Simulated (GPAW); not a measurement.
A calculation with GPAW 26.7.0 of TePb (cli, structure from a POSCAR):

The input POSCAR:

```
TePb
1.0
    4.0022870000      0.0000000000      0.0000000000
    0.0000000000      4.0022870000      0.0000000000
    0.0000000000      0.0000000000      4.0022870000
Pb Te
1 1
Direct
    0.0000000000      0.0000000000      0.0000000000
    0.5000000000      0.5000000000      0.5000000000
```

Potentials or basis: GPAW PAW data sets (gpaw-data 1.2.1), pw.

Command:

```bash
$ OMP_NUM_THREADS=1 gpaw run POSCAR -p 'mode=PW(600),xc=PBE,kpts={size:(7,7,7),gamma:True},occupations={name:fermi-dirac,width:0.05},nbands=19,convergence={density:1e-05,energy:1e-05},maxiter=150,txt=gpaw.txt' --properties efs -w gs.gpw
```

Measurements of this composition are mostly on another form, of space group No. 225.

**Question.** Write the same calculation in another form: ASE script, structure typed inline.

**Answer.** As run:

The input run.py:

```python
from ase import Atoms
from ase.dft.bandgap import bandgap
from ase.io import write
from ase.units import GPa
from gpaw import GPAW, PW

atoms = Atoms(['Pb', 'Te'],
              cell=[[4.002287, 0.0, 0.0],
                    [0.0, 4.002287, 0.0],
                    [0.0, 0.0, 4.002287]],
              scaled_positions=[[0.0, 0.0, 0.0],
                                [0.5, 0.5, 0.5]],
              pbc=True)

calc = GPAW(mode=PW(600),
            xc='PBE',
            kpts={'size': (7, 7, 7), 'gamma': True},
            occupations={'name': 'fermi-dirac', 'width': 0.05},
            nbands=19,
            convergence={'density': 1e-05, 'energy': 1e-05},
            maxiter=150,
            txt='gpaw.txt')
atoms.calc = calc
energy = atoms.get_potential_energy()
forces = atoms.get_forces()
stress = atoms.get_stress()
calc.write('gs.gpw')
write('result.traj', atoms)
print(f'Energy: {energy:.6f} eV')
print('Forces (eV/A):')
print(forces.round(4))
print('Stress (GPa):', (stress / GPa).round(3))
print('Fermi level:', round(calc.get_fermi_level(), 4), 'eV')
print(f'Gap: {bandgap(calc)[0]:.4f} eV, direct: {bandgap(calc, direct=True)[0]:.4f} eV')
```

Potentials or basis: GPAW PAW data sets (gpaw-data 1.2.1), pw.

The run is started by

```bash
$ OMP_NUM_THREADS=1 python run.py
```

Both were run:

|  | cli, structure from a POSCAR | ASE script, structure typed inline |
| --- | --- | --- |
| Pressure | -0.3 GPa | -0.3 GPa |
| Band gap on the k mesh | none (metal or under the smearing width) | none (metal or under the smearing width) |

Keys that steer only the numerical path or the files written may differ.
